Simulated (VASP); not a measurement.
Here is a VASP 6.6.1 calculation.

The input INCAR:

```
ALGO = Normal ; EDIFF = 1E-8
ENCUT = 600 ; GGA = PS
IBRION = 6 ; ISIF = 3
ISMEAR = 0 ; LASPH = T
LCHARG = F ; LREAL = F
LWAVE = F ; NELM = 100
NFREE = 2 ; NSW = 1
POTIM = 0.015 ; PREC = Accurate
SIGMA = 0.01
```

The input KPOINTS:

```
k-points
0
Gamma
  8 8 8
```

The input POSCAR:

```
Li2O
1.0
    0.0000000000      2.2899256073      2.2899256073
    2.2899256073      0.0000000000      2.2899256073
    2.2899256073      2.2899256073      0.0000000000
Li O
2 1
Direct
    0.2500000000      0.2500000000      0.2500000000
    0.7500000000      0.7500000000      0.7500000000
    0.0000000000      0.0000000000      0.0000000000
```

Potentials or basis: VASP PAW PBE potentials, release 64 (Li_sv, O).

Launch:

```console
$ cat potpaw_PBE.64/Li_sv/POTCAR potpaw_PBE.64/O/POTCAR > POTCAR
$ mpirun -np 1 vasp_std > vasp.out
```

(1) Predict the elastic constants C11, C12, C44.

(2) What does it give for the Voigt bulk modulus?

(3) Estimate the highest phonon frequency at Γ, LO-TO splitting left out.

Results:

(1) 208, 21, 59 GPa.

(2) 83 GPa.

(3) 539 cm⁻¹.

Caveat: the cutoff is under 1.25 times the usual one of these potentials, so pressure, stress and relaxed cells hold a basis-set (Pulay) error; the PAW data sets were made with another functional, which shifts forces and pressure a little.
